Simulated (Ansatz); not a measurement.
# Cadmium (A15) across density functionals

All rows: Ansatz, plane waves with scalar-relativistic PAW, 420 eV (500 eV for the SCAN forms), relaxed under each functional, no dispersion correction, no zero-point motion. B₀ comes from uniform scaling at fixed shape; a dash is a value not given.

```csv
functional,V (Å³/atom),cell,magnetic state,ΔE to hcp (meV/atom)
PBE,23.23,a = 5.706 Å,spin not included,29
r²SCAN,22.00,a = 5.604 Å,spin not included,46
PBEsol,21.24,a = 5.539 Å,spin not included,37
revPBE,24.33,a = 5.795 Å,spin not included,22
RPBE,24.79,a = 5.832 Å,spin not included,20
BLYP,27.03,a = 6.002 Å,spin not included,24
```

**Question.** What does LDA give?

**Answer.** V (Å³/atom): 20.21; cell: a = 5.448 Å; magnetic state: spin not included; ΔE to hcp (meV/atom): 45.
